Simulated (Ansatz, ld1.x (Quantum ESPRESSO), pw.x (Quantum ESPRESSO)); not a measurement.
From atom to crystal: RRKJ potential for thallium

ld1.x (Quantum ESPRESSO) 7.5 input, shortened:

```
&input
   title='Tl', zed=81., rel=1, dft='PW', iswitch=3,
   config='[Xe] 4f14 5d10 6s2 6p0.5'
 /
 &inputp
   pseudotype=2, tm=.false., rho0=0.02, lloc=0,
   nlcc=.false.
 /
3
6P  2  1   0.50   0.00  2.94  2.94  0.0
5D  3  2  10.00   0.00  2.94  2.94  0.0
6S  1  0   2.00   0.00  2.48  2.48  0.0
 &test
   configts(1)='5d10 6s2 6p0.5'
 /
```

Atomic tests: cutoffs needed: 21 Ry and 35 Ry (the cutoffs (Ry, on a coarse ladder) from which the occupation-weighted sum of valence levels, in a spherical-Bessel basis at the reference potential, stays within 10 and 1 mRy of its value at 400 Ry); ghost test: no extra level below or beside the all-electron valence levels (p, d, s, f tested) (spherical-Bessel basis up to 400 Ry, 20 bohr box); configuration tests: 9 of 9 tests not solved or not reliable.

Crystal test: fcc Tl in pw.x 7.5, no spin, 12³ k-points, Fermi–Dirac smearing 0.01 Ry, cutoffs 45/180 Ry. The reference is all-electron LAPW (Ansatz 0.2.0) with the same functional, mesh and smearing; V0 and B0 come from Birch–Murnaghan fits to the pressures at five volumes. Errors are pseudo minus all-electron; Δ is the rms difference of the E(V) curves that follow from these fits, minima aligned, over ±6 % about the mean V0. Mesh and smearing are coarse, so the numbers serve the comparison and aren't converged zero-temperature values; the lattice is a test structure that the element need not adopt.

All-electron: a0 = 4.771 Å (V0 = 27.16 Å³/atom), B0 = 43.0 GPa.

Question: How far does the potential miss the all-electron equation of state?

Answer: mean pressure error (GPa): +1.59; a0 (Å): 4.827; a0 error (%): +1.16; B0 error (%): -3.3; Δ (meV/atom): 8.9. This is a poor potential for the solid. Atomic configuration tests: 9 of 9 tests not solved or not reliable.

```tsv
V (Å³/atom)	P all-electron (GPa)	P pseudo (GPa)
25.882	2.35	4.33
26.563	1.01	2.76
27.244	-0.14	1.42
27.925	-1.11	0.28
28.606	-1.94	-0.69
```

Question: At the middle volume, how do free energy and pressure move when the wave cutoff is lowered (ecutrho kept at four times it)?

Answer:

```tsv
cutoff (Ry)	shift of F (meV/atom)	shift of P (GPa)
20	+211.9	-12.31
27	+43.2	-1.18
36	+8.1	-0.11
```

The 8 pw.x runs together took about 56 s on one core of a shared server CPU.
